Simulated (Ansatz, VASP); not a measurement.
**One calculation of Ta2H5, two programs**

```
Ta H
1.0
    -2.51534    2.51534    2.71018
     2.51534   -2.51534    2.71018
     2.51534    2.51534   -2.71018
Ta H
2 5
Direct
  0.98284 0.48284 0.50000
  0.51716 0.01716 0.50000
  0.18964 0.18964 0.37929
  0.81036 0.81036 0.62071
  0.81036 0.18964 0.00000
  0.18964 0.81036 0.00000
  0.00000 0.00000 0.00000
```

Alike in both runs: functional PBE; k mesh 6 × 6 × 6; occupations gaussian, width 0.1 eV; no spin polarisation.

Ansatz relaxed the structure, and its values are those at the end. VASP's run is a single point on that final structure, the one shown.

|  | VASP | Ansatz |
| --- | --- | --- |
| version | VASP 6.6.1 | Ansatz 0.2.0 |
| potentials or method | VASP PAW PBE potentials, release 64 (Ta_pv, H) | scalar-relativistic, plane waves, PAW |
| plane-wave cutoff (eV) | 520 | 420 |
| valence electrons in the cell | 27 | 31 |

```csv
,VASP,Ansatz,Ansatz less VASP
gap on the k mesh at the Fermi level (eV),none,none,-
pressure (GPa),0.2,0.1,-0.06
rms of the force components (eV/Å),0.007,0.013,+0.0054
```

A gap of «none» marks a metal or a gap that the smearing closes. With one functional, cell and mesh, what is left measures potentials, basis and numerics. The two sets of potentials don't hold the same shells in valence.

Spin-orbit coupling is left out, which matters for the levels of Ta.
